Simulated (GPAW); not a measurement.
# GaP (F-43m) in GPAW: notebook, part 2 of 2

GPAW 26.7.0. Earlier steps stand in the parts before.

## Step 4: Band structure, PBE

The input, run.py:

```python
import spglib
from ase import Atoms
from ase.dft.bandgap import bandgap
from ase.io import read, write
from ase.units import GPa
from gpaw import GPAW, PW, setup_paths

setup_paths.insert(0, '.')

atoms = read('GaP.cif')
cell, positions, numbers = spglib.find_primitive(
    (atoms.cell[:], atoms.get_scaled_positions(), atoms.numbers), symprec=1e-4)
atoms = Atoms(numbers, cell=cell, scaled_positions=positions, pbc=True)

calc = GPAW(mode=PW(600),
            xc='PBE',
            kpts={'size': (8, 8, 8), 'gamma': True},
            occupations={'name': 'fermi-dirac', 'width': 0.05},
            nbands=11,
            convergence={'density': 1e-05, 'energy': 1e-05},
            maxiter=150,
            txt='gpaw.txt')
atoms.calc = calc
energy = atoms.get_potential_energy()
forces = atoms.get_forces()
stress = atoms.get_stress()
calc.write('gs.gpw')
write('result.traj', atoms)
print(f'Energy: {energy:.6f} eV')
print('Forces (eV/A):')
print(forces.round(4))
print('Stress (GPa):', (stress / GPa).round(3))
print('Fermi level:', round(calc.get_fermi_level(), 4), 'eV')
print(f'Gap: {bandgap(calc)[0]:.4f} eV, direct: {bandgap(calc, direct=True)[0]:.4f} eV')

path = atoms.cell.bandpath('GXWKGLUWLK,UX', npoints=80, eps=1e-4)
bs_calc = calc.fixed_density(kpts=path, symmetry='off', nbands=21,
                             convergence={'bands': 'CBM+6.0', 'eigenstates': 1e-6}, txt='bands.txt')
bs = bs_calc.band_structure()
bs.write('bs.json')
print(f'Gap on the path: {bandgap(bs_calc)[0]:.4f} eV')
```

The input, GaP.cif:

```cif
data_GaP
_cell_length_a 5.45050000
_cell_length_b 5.45050000
_cell_length_c 5.45050000
_cell_angle_alpha 90.00000000
_cell_angle_beta 90.00000000
_cell_angle_gamma 90.00000000
_space_group_name_H-M_alt 'F-43m'
_space_group_name_Hall 'F -4 2 3'
_space_group_IT_number 216
loop_
_space_group_symop_operation_xyz
'x,y,z'
'y,-x,-z'
'-x,-y,z'
'-y,x,-z'
'x,-y,-z'
'y,x,z'
'-x,y,-z'
'-y,-x,z'
'z,x,y'
'-z,y,-x'
'z,-x,-y'
'-z,-y,x'
'-z,x,-y'
'z,y,x'
'-z,-x,y'
'z,-y,-x'
'y,z,x'
'-x,-z,y'
'-y,z,-x'
'x,-z,-y'
'-y,-z,x'
'x,z,y'
'y,-z,-x'
'-x,z,-y'
'x,y+1/2,z+1/2'
'y,-x+1/2,-z+1/2'
'-x,-y+1/2,z+1/2'
'-y,x+1/2,-z+1/2'
'x,-y+1/2,-z+1/2'
'y,x+1/2,z+1/2'
'-x,y+1/2,-z+1/2'
'-y,-x+1/2,z+1/2'
'z,x+1/2,y+1/2'
'-z,y+1/2,-x+1/2'
'z,-x+1/2,-y+1/2'
'-z,-y+1/2,x+1/2'
'-z,x+1/2,-y+1/2'
'z,y+1/2,x+1/2'
'-z,-x+1/2,y+1/2'
'z,-y+1/2,-x+1/2'
'y,z+1/2,x+1/2'
'-x,-z+1/2,y+1/2'
'-y,z+1/2,-x+1/2'
'x,-z+1/2,-y+1/2'
'-y,-z+1/2,x+1/2'
'x,z+1/2,y+1/2'
'y,-z+1/2,-x+1/2'
'-x,z+1/2,-y+1/2'
'x+1/2,y,z+1/2'
'y+1/2,-x,-z+1/2'
'-x+1/2,-y,z+1/2'
'-y+1/2,x,-z+1/2'
'x+1/2,-y,-z+1/2'
'y+1/2,x,z+1/2'
'-x+1/2,y,-z+1/2'
'-y+1/2,-x,z+1/2'
'z+1/2,x,y+1/2'
'-z+1/2,y,-x+1/2'
'z+1/2,-x,-y+1/2'
'-z+1/2,-y,x+1/2'
'-z+1/2,x,-y+1/2'
'z+1/2,y,x+1/2'
'-z+1/2,-x,y+1/2'
'z+1/2,-y,-x+1/2'
'y+1/2,z,x+1/2'
'-x+1/2,-z,y+1/2'
'-y+1/2,z,-x+1/2'
'x+1/2,-z,-y+1/2'
'-y+1/2,-z,x+1/2'
'x+1/2,z,y+1/2'
'y+1/2,-z,-x+1/2'
'-x+1/2,z,-y+1/2'
'x+1/2,y+1/2,z'
'y+1/2,-x+1/2,-z'
'-x+1/2,-y+1/2,z'
'-y+1/2,x+1/2,-z'
'x+1/2,-y+1/2,-z'
'y+1/2,x+1/2,z'
'-x+1/2,y+1/2,-z'
'-y+1/2,-x+1/2,z'
'z+1/2,x+1/2,y'
'-z+1/2,y+1/2,-x'
'z+1/2,-x+1/2,-y'
'-z+1/2,-y+1/2,x'
'-z+1/2,x+1/2,-y'
'z+1/2,y+1/2,x'
'-z+1/2,-x+1/2,y'
'z+1/2,-y+1/2,-x'
'y+1/2,z+1/2,x'
'-x+1/2,-z+1/2,y'
'-y+1/2,z+1/2,-x'
'x+1/2,-z+1/2,-y'
'-y+1/2,-z+1/2,x'
'x+1/2,z+1/2,y'
'y+1/2,-z+1/2,-x'
'-x+1/2,z+1/2,-y'
loop_
_atom_site_label
_atom_site_type_symbol
_atom_site_symmetry_multiplicity
_atom_site_Wyckoff_symbol
_atom_site_fract_x
_atom_site_fract_y
_atom_site_fract_z
_atom_site_occupancy
Ga1 Ga 4 a 0.0000000000 0.0000000000 0.0000000000 1
P1 P 4 c 0.2500000000 0.2500000000 0.2500000000 1
```

Run with:

```
$ gpaw-setup -f PBE Ga P
$ OMP_NUM_THREADS=1 python run.py
```

Run time: 23 s. Hardware: 1 thread of Intel Xeon Platinum 8488C (Sapphire Rapids), shared host; peak memory 0.22 GiB.

It converged, with:

| Quantity | Value |
| --- | --- |
| Free energy | -9.0366 eV |
| Pressure | 4.5 GPa |
| Band gap on the k mesh | 1.67 eV, indirect (least direct gap 1.89 eV) |
| Band gap along the path | 1.62 eV, indirect (least direct gap 1.89 eV) |

Levels at the corners of the path, in eV from the valence-band top:
```
point  band 2  band 3  band 4  band 5  band 6  band 7
    Γ    0.00    0.00    0.00    1.89    3.93    3.93
    X   -6.72   -2.66   -2.66    1.67    1.85   10.64
    W   -6.49   -3.59   -3.40    4.73    4.92    6.16
    K   -6.50   -3.93   -2.24    2.22    4.84    8.28
    Γ    0.00    0.00    0.00    1.89    3.93    3.93
    L   -6.60   -1.11   -1.11    1.73    4.75    4.75
    U   -6.50   -3.93   -2.24    2.22    4.84    8.28
    W   -6.49   -3.59   -3.40    4.73    4.92    6.16
    L   -6.60   -1.11   -1.11    1.73    4.75    4.75
    K   -6.50   -3.93   -2.24    2.22    4.84    8.28
    U   -6.50   -3.93   -2.24    2.22    4.84    8.28
    X   -6.72   -2.66   -2.66    1.67    1.85   10.64
```

Caveat: the data sets keep Ga 3d, Li 1s and Be 1s frozen, and some such compounds lay over 1.5 % in volume off other programs.

## Step 5: Overview

```tsv
task	level	potentials or basis	band path	band points	V0 of scaled cells (Å³/atom)	B0 (GPa)
equation of state	PBE+D3	GPAW PAW data sets (gpaw-data 1.2.1), pw	-	-	20.93	83
equation of state	LDA	PAW data sets generated in the run's folder for this functional, pw	-	-	20.07	92
band structure	PBE	PAW data sets generated in the run's folder for this functional, pw	GXWKGLUWLK,UX	80	-	-
```

Alike in all rows: no spin polarisation; cell as given; k mesh 8 × 8 × 8; cutoff (eV) 600; smearing fermi-dirac 0.05 eV.

Caveats: the data sets keep Ga 3d, Li 1s and Be 1s frozen, and some such compounds lay over 1.5 % in volume off other programs.

Absolute energies hang on the potentials; compare differences alone.

## Step 6: Comparison with measurements

Step 2. Against the measured bulk modulus of GaP, 87.5 GPa (“Phosphorous dimerization in GaP at high pressure”, 2017, arxiv:1709.06667), the calculated 83 GPa is off by -5.6 %. The fit is for a static lattice scaled at fixed shape and fixed fractional positions.

Step 3. Against the measured bulk modulus of GaP, 87.5 GPa (“Phosphorous dimerization in GaP at high pressure”, 2017, arxiv:1709.06667), the calculated 92 GPa is off by +5.4 %. The fit is for a static lattice scaled at fixed shape and fixed fractional positions.

Step 4. Against the measured gap of GaP, 2.34 eV (indirect; 10 K; quoted in “Stacking defects in GaP nanowires: Electronic structure and optical properties”, 2018, arxiv:1810.01194), the calculated 1.62 eV is off by -0.72 eV. Spin-orbit coupling on Ga is left out. The value is that of PBE, without temperature or zero-point motion. Semilocal functionals fall short of measured gaps as a rule.
